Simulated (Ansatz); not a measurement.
# Dielectric response of CuCl (110) films, part 2 of 6

Wanted: ε of zincblende CuCl (110) by finite fields on slabs, and the band edges against the vacuum where run.

Ansatz 0.2.0; plane-wave DFT, PBEsol, Ansatz PAW.

So far, gap on the k-mesh (eV): step 2 (relaxing the film, 10 atoms, units 5) 1.10.

### Step 3. The relaxed film, single point, 10 atoms, units 5

The film was relaxed beforehand; a single point on the relaxed positions gives its levels and potential.

The input, input.yaml:

```yaml
crystal:
  lattice:
    - [3.82544769, 0.0, 0.0]
    - [0.0, 5.41, 0.0]
    - [0.0, 0.0, 25.6508953724]
  atoms:
    - { symbol: Cu, position: [0.5, 0.6031914397, 0.3916488561] }
    - { symbol: Cl, position: [0.0, 0.7179729872, 0.3530766002] }
    - { symbol: Cu, position: [0.0, -0.0395934762, 0.4231221285] }
    - { symbol: Cl, position: [0.5, 0.2225811166, 0.4301206048] }
    - { symbol: Cu, position: [0.5, 0.5044971079, 0.5000000998] }
    - { symbol: Cl, position: [0.0, 0.7372005014, 0.4999999459] }
    - { symbol: Cu, position: [0.0, -0.0395942655, 0.576877816] }
    - { symbol: Cl, position: [0.5, 0.2225806836, 0.5698794218] }
    - { symbol: Cu, position: [0.5, 0.6031912485, 0.60835111] }
    - { symbol: Cl, position: [0.0, 0.7179726567, 0.6469234167] }
kpoints:
  mp_grid: { grid: [8, 6, 1] }
hamiltonian:
  xc: pbesol
scf:
  occupations: { method: fixed }
  convergence: { dr2_threshold: 1.0e-09 }
efield:
  axis: 3
  dipole_correction: true
  ramp_position: 0.97
  ramp_width: 0.06
output:
  eigenvalues: true
  write_potential: true
  write_density: true
  volumetric_format: npy
```

On the command line:

```console
$ ansatz run input.yaml --threads 4 --pin off --max-ram 12288MiB --backend cpu --events-out ev --progress --plain --runs-dir out
```

Numbers of over 12 decimals in the logs are rounded to 6 here.

What it wrote:

```text
[...]
Crystal: 10 atoms, lattice volume = 530.863 Å³
Basis set: ecut = 420 eV, 10379 PW (Γ)
Bands: 78, of which v1, the nominal top of the filled ones, is band 65 counted from 1 (64 counted from 0)
Symmetry: 2 space group operations
k-points: 20 of 48 (time reversal used)
[...]
SCF iter   1: F=—  HF=-38251.480336 eV  |F-HF|=—  |Δ(HF+E_count)|=         —  Δρ=7.13e-3  dr2=1.63e-1  ethr=1.77e-3  p=-0.000 e·Å  D=-1.11e-7 V/Å  ΔV_dip=0.00 eV  dr2_dipole=1.51e-9  V_vac-E_F(+/−)=5.15/5.15 eV  ⟨swp⟩=5.7  Hψ=5607  notcnv=0  defer=215
[...]
SCF iter   2: F=—  HF=-38251.479720 eV  |F-HF|=—  |Δ(HF+E_count)|=   6.15e-4  Δρ=5.64e-3  dr2=1.10e-1  ethr=1.25e-4  p=-0.000 e·Å  D=-4.85e-6 V/Å  ΔV_dip=0.00 eV  dr2_dipole=1.20e-9  V_vac-E_F(+/−)=5.39/5.39 eV  ⟨swp⟩=2.2  Hψ=3150  notcnv=0  defer=219
density mixer auto → msr1: gapped (density of states about μ 0.17 of a free-electron gas's, 96 screened modes)
SCF iter   3: F=—  HF=-38251.448268 eV  |F-HF|=—  |Δ(HF+E_count)|=   3.15e-2  Δρ=1.63e-3  dr2=1.10e-2  ethr=8.47e-5  p=-0.000 e·Å  D=-2.42e-6 V/Å  ΔV_dip=0.00 eV  dr2_dipole=5.70e-10  V_vac-E_F(+/−)=5.24/5.24 eV  ⟨swp⟩=2.9  Hψ=2707  notcnv=0  defer=219
[...]
SCF iter  13: F=-38251.446263 eV  HF=-38251.446263 eV  |F-HF|=1.53e-10  |Δ(HF+E_count)|=  3.64e-10  Δρ=2.88e-7  dr2=4.24e-10  ethr=1.00e-12  p=-0.000 e·Å  D=-3.44e-8 V/Å  ΔV_dip=0.00 eV  dr2_dipole=2.62e-15  V_vac-E_F(+/−)=5.23/5.23 eV  ⟨swp⟩=18.4  Hψ=7803  notcnv=0
SCF 1 converged in 13 iterations: F = -38251.446263 eV  dr2 = 4.24e-10
[...]
SCF converged after 13 iterations
Free energy (F): -38251.446263 eV
[...]
Internal energy: -38251.446263 eV  (E = F + TS)
E sigma→0 (E₀):  -38251.446263 eV
Fermi energy:    -0.678604 eV
Dipole field:    D = 0.000000 V/Å  (p = 0.000000 e·Å, saw-weighted, corrected)
Work function:   Φ+ = 5.2312 eV   Φ− = 5.2312 eV
[...]
--- Band table (eV; the first three rows and the last of 20) ---
  k-point 0: bands = [... 61 lower, -0.9184, -0.8384, -0.7191, -0.6786, 0.4216, 1.6109, 2.6860, 3.1447, ... 9 higher]
  k-point 1: bands = [... 61 lower, -0.9586, -0.9009, -0.7716, -0.7499, 0.6548, 1.7011, 2.7220, 3.0451, ... 9 higher]
  k-point 2: bands = [... 61 lower, -1.0599, -1.0593, -0.9274, -0.9195, 1.2425, 1.9762, 2.6223, 2.9804, ... 9 higher]
  k-point 19: bands = [... 61 lower, -1.3775, -1.2766, -1.2475, -1.2394, 2.8764, 2.8799, 2.9523, 3.4729, ... 9 higher]
```

The job ended after 32 s (4 threads of Arm Neoverse V2, shared host; peak memory 1.6 GiB).

This step gave:

```yaml
dipole_along_the_normal: 2.31e-8 e·Å
```

Running mean over 1.913 Å of the planar mean; the ramp of the sawtooth is left out. The electron's electrostatic potential energy less the highest filled level by z:

| z (Å) | electron's electrostatic potential energy less the highest filled level (eV) |
| --- | --- |
| 3 | 5.23 |
| 4 | 5.23 |
| 5 | 5.23 |
| 6 | 5.23 |
| 7 | 5.15 |
| 8 | 3.47 |
| 9 | -0.517 |
| 10 | -4.82 |
| 11 | -5.06 |
| 12 | -3.52 |
| 13 | -3.32 |
| 14 | -3.74 |
| 15 | -5.74 |
| 16 | -3.45 |
| 17 | 0.951 |
| 18 | 4.47 |
| 19 | 5.20 |
| 20 | 5.23 |
| 21 | 5.23 |
| 22 | 5.23 |

The gap is 1.10 eV, with the valence edge 5.23 eV and the conduction edge 4.13 eV under the upper vacuum level.

### Step 4. Single point, 10 atoms, units 5, field 0.05 V/Å

A sawtooth potential applies the field, turning back in the middle of the vacuum. With the dipole correction the typed value is the field outside the slab. The induced dipole is small, so the SCF threshold is tight.

Edit input.yaml of step 3 so:

```diff
@@ -22,3 +22,3 @@
   occupations: { method: fixed }
-  convergence: { dr2_threshold: 1.0e-09 }
+  convergence: { dr2_threshold: 1.0e-10 }
 efield:
@@ -28,4 +28,4 @@
   ramp_width: 0.06
+  amplitude: 0.05
 output:
-  eigenvalues: true
   write_potential: true
```

What it wrote:

```text
[...]
Crystal: 10 atoms, lattice volume = 530.863 Å³
Basis set: ecut = 420 eV, 10379 PW (Γ)
Bands: 78, of which v1, the nominal top of the filled ones, is band 65 counted from 1 (64 counted from 0)
Symmetry: 2 space group operations
k-points: 20 of 48 (time reversal used)
[...]
SCF iter   1: F=—  HF=-38253.565111 eV  |F-HF|=—  |Δ(HF+E_count)|=         —  Δρ=5.34e-2  dr2=1.18e1  ethr=3.10e-3  p=0.050 e·Å  D=1.70e-2 V/Å  ΔV_dip=-0.44 eV  dr2_dipole=1.70e-4  V_vac-E_F(+/−)=4.67/3.93 eV  ⟨swp⟩=5.5  Hψ=5481  notcnv=0  defer=202
[...]
SCF iter  18: F=-38251.447325 eV  HF=-38251.447325 eV  |F-HF|=1.09e-10  |Δ(HF+E_count)|=  1.46e-11  Δρ=7.49e-8  dr2=2.21e-11  ethr=1.00e-12  p=0.042 e·Å  D=1.45e-2 V/Å  ΔV_dip=-0.37 eV  dr2_dipole=1.33e-16  V_vac-E_F(+/−)=5.60/4.80 eV  ⟨swp⟩=1.8  Hψ=3896  notcnv=0
SCF 1 converged in 18 iterations: F = -38251.447325 eV  dr2 = 2.21e-11
[...]
SCF converged after 18 iterations
[...]
Free energy (F): -38251.447325 eV
[...]
Internal energy: -38251.447325 eV  (E = F + TS)
E sigma→0 (E₀):  -38251.447325 eV
Fermi energy:    -0.669402 eV
Dipole field:    D = 0.014483 V/Å  (p = 0.042490 e·Å, saw-weighted, corrected)
Work function:   not extracted (applied field tilts the vacuum); planar V_es + V_field profile in the machine report
[...]
--- Band table (eV; the first three rows and the last of 20) ---
  k-point 0: bands = [... 61 lower, -0.9198, -0.8365, -0.7284, -0.6694, 0.4212, 1.6107, 2.6854, 3.1419, ... 9 higher]
  k-point 1: bands = [... 61 lower, -0.9605, -0.8983, -0.7849, -0.7366, 0.6543, 1.7009, 2.7214, 3.0434, ... 9 higher]
  k-point 2: bands = [... 61 lower, -1.0719, -1.0448, -0.9459, -0.9010, 1.2419, 1.9760, 2.6215, 2.9709, ... 9 higher]
  k-point 19: bands = [... 61 lower, -1.3795, -1.2745, -1.2568, -1.2290, 2.8760, 2.8796, 2.9516, 3.4733, ... 9 higher]
```

The job ended after 37 s (4 threads; peak memory 1.6 GiB).

Numbers from this step:

| Quantity | Value |
| --- | --- |
| gap on the k-mesh | 1.091 eV |
| dipole along the normal | 0.04249 e·Å |

The dipole is 0.0425 e·Å, and the gap on the mesh 1.091 eV.

### Step 5. Single point, 10 atoms, units 5, field -0.05 V/Å

Edit input.yaml of step 4 so:

```diff
@@ -28,3 +28,3 @@
   ramp_width: 0.06
-  amplitude: 0.05
+  amplitude: -0.05
 output:
```

What it wrote:

```text
[...]
Crystal: 10 atoms, lattice volume = 530.863 Å³
Basis set: ecut = 420 eV, 10379 PW (Γ)
Bands: 78, of which v1, the nominal top of the filled ones, is band 65 counted from 1 (64 counted from 0)
Symmetry: 2 space group operations
k-points: 20 of 48 (time reversal used)
[...]
k-point 0: bands = [... 61 lower, -0.9198, -0.8365, -0.7284, -0.6694, 0.4212, 1.6107, 2.6854, 3.1419, ... 9 higher]
  k-point 1: bands = [... 61 lower, -0.9605, -0.8983, -0.7850, -0.7366, 0.6543, 1.7009, 2.7214, 3.0434, ... 9 higher]
  k-point 2: bands = [... 61 lower, -1.0719, -1.0448, -0.9459, -0.9010, 1.2419, 1.9760, 2.6215, 2.9709, ... 9 higher]
  k-point 19: bands = [... 61 lower, -1.3795, -1.2745, -1.2568, -1.2290, 2.8760, 2.8796, 2.9516, 3.4733, ... 9 higher]
[key lines of the parts left out:]
SCF converged after 18 iterations
Free energy (F): -38251.447325 eV
Fermi energy:    -0.669401 eV
Dipole field:    D = -0.014483 V/Å  (p = -0.042490 e·Å, saw-weighted, corrected)
```

The job ended after 37 s (4 threads; peak memory 1.6 GiB; 2.4 min of CPU time).

The dipole is -0.0425 e·Å, and the gap on the mesh 1.091 eV.

### Step 6. Response with the atoms held, 10 atoms, units 5

This step: plane-wave DFT, PBEsol, Ansatz PAW; response to a field along the normal, atoms held (Ansatz 0.2.0).

The two fields give this film's response with the atoms held: the electronic part.

Numbers from this step:

```
equivalent conductor thickness p/(ε₀AE) : 7.430 Å
distance between the outer atoms        : 7.537 Å
thickness                               : 9.564 Å
```

Local field over the applied field, running mean. From the potentials at -0.05 and 0.05 V/Å; running mean over 1.913 Å, taken twice. Table of local field over applied field by z:

| z (Å) | local field over applied field |
| --- | --- |
| 5 | 0.999 |
| 6 | 0.988 |
| 7 | 0.911 |
| 8 | 0.691 |
| 9 | 0.403 |
| 10 | 0.219 |
| 11 | 0.172 |
| 12 | 0.172 |
| 13 | 0.173 |
| 14 | 0.172 |
| 15 | 0.178 |
| 16 | 0.265 |
| 17 | 0.499 |
| 18 | 0.784 |
| 19 | 0.951 |
| 20 | 0.994 |
| 21 | 0.999 |

Electrons, planar mean, per unit field. The induced electron density by z:

z (Å), induced electron density (e/Å³ per V/Å) and a bar from the least value:
```
      4.5    0.00000 ################
      5.0    0.00000 ################
      5.5    0.00001 ################
      6.0    0.00004 ################
      6.5    0.00013 ################
      7.0    0.00039 ##################
      7.5    0.00114 ######################
      8.0    0.00243 ##############################
      8.5    0.00248 ##############################
      9.0    0.00122 #######################
      9.5    0.00104 ######################
     10.0    0.00050 ###################
     10.5    0.00013 ################
     11.0   -0.00051 #############
     11.5   -0.00012 ###############
     12.0    0.00036 ##################
     12.5   -0.00003 ################
     13.0    0.00006 ################
     13.5   -0.00034 ##############
     14.0   -0.00002 ################
     14.5    0.00040 ##################
     15.0    0.00023 #################
     15.5   -0.00056 ############
     16.0   -0.00081 ###########
     16.5   -0.00108 ##########
     17.0   -0.00205 ####
     17.5   -0.00273 
     18.0   -0.00150 #######
     18.5   -0.00055 #############
     19.0   -0.00018 ###############
     19.5   -0.00005 ###############
     20.0   -0.00002 ################
     20.5    0.00000 ################
     21.0    0.00000 ################
     21.5    0.00000 ################
```

By hand: between -0.05 and 0.05 V/Å the dipole changes by 0.08498 e·Å, a slope of 0.8498 e·Å²/V. A perfect conductor of thickness t has p = ε₀AEt, so t = 180.95 × 0.8498 / 20.696 = 7.43 Å (e/ε₀ = 180.95 V·Å, A in Å²).

The induced dipole is that of a conductor 7.43 Å thick.

(Part 2 of 6 ends here.)

[Logs are printed without paths, hosts, clocks, repeated set-up lines and the standing remarks that a program may print on its own settings, such as how far it seeks lower states.]

[Hosts, paths, dates, database ids (printed as entryN), source tags and the programs' standing remarks are cut or masked in the printed files.]

[Maps of the electrostatic potential energy from Ansatz leave out the sawtooth potential of an applied field or a dipole correction, so their vacuum need not be flat; planar profiles and work functions include it.]
